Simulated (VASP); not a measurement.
The system is Al.

```xyz
1
Lattice="0.0000 2.0248 2.0248 2.0248 0.0000 2.0248 2.0248 2.0248 0.0000" Properties=species:S:1:pos:R:3 pbc="T T T"
Al    0.0000    0.0000    0.0000
```

Program: VASP 6.6.1. Alike in all runs: no spin polarisation; cell as given.

Order these runs on this cell by their pressure, lowest first.
A. level revPBE+D2; potentials or basis VASP PAW PBE potentials, release 64 (Al); k mesh 11 × 11 × 11; cutoff (eV) 500; smearing methfessel-paxton 0.2 eV; further INCAR settings ALGO = Normal; EDIFF = 1e-08; mesh quality not flagged
B. level RPBE; potentials or basis VASP PAW PBE potentials, release 64 (Al_GW); k mesh 11 × 11 × 11; cutoff (eV) 550; smearing gaussian 0.02 eV; further INCAR settings ALGO = Normal; EDIFF = 1e-07; mesh quality not flagged
C. level HSE03+D3(BJ); potentials or basis VASP PAW PBE potentials, release 64 (Al); k mesh 6 × 6 × 6; cutoff (eV) 500; smearing methfessel-paxton 0.2 eV; grid for exact exchange (PRECFOCK) Normal; further INCAR settings ALGO = Normal; EDIFF = 1e-06; mesh quality coarse

C (-10.2 GPa), A (-1.7 GPa), B (0.8 GPa).

Caveats: some runs use coarse meshes; the PAW data sets were made with another functional, which shifts forces and pressure a little; pairwise dispersion overbinds metals, which lowers pressure and volume (some runs); atom-pairwise D2, TS and ULG terms overbind metals (some runs).

Runs at the PBE level aren't shown here.
